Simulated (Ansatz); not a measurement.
Runs of Ansatz 0.2.0 on Ge. It takes space group Imma (No. 74, orthorhombic). The conventional cell has a = 4.992 Å, b = 5.302 Å, c = 2.874 Å, α = 90.00°, β = 90.00°, γ = 90.00°. Around Ge (site symmetry mm2) lie 6 Ge at 2.68 to 2.87 Å. This isn't the form of Ge at room conditions, which is diamond.

| level | cutoff (eV) | gap on the mesh (eV) | pressure (GPa) | largest force (eV/Å) |
| --- | --- | --- | --- | --- |
| BLYP | 420 | none | 7.4 | 0.08 |
| PBEsol | 420 | none | -2.5 | 0.06 |
| PBE | 420 | none | (a) | 0.06 |
| r2SCAN | 500 | none | (c) | (b) |
| RPBE | 420 | none | 2.9 | 0.05 |

Alike in all rows: task band structure; potentials or basis Ansatz PAW; no spin polarisation; cell as given; k mesh 11 × 11 × 11; smearing fermi-dirac 0.05 eV.

**Question.** Fill in the values left out.

**Answer.** (a) 1.2; (b) 0.09; (c) -1.3.

Caveats: the PAW data sets come from PBE, with cores solved anew for the run's functional, which leaves a small shift of forces and pressure (some runs).

A k mesh can miss the band edges, and the runs leave out spin-orbit coupling on Ge.

A gap of «none» marks a metal or a gap under the smearing width.
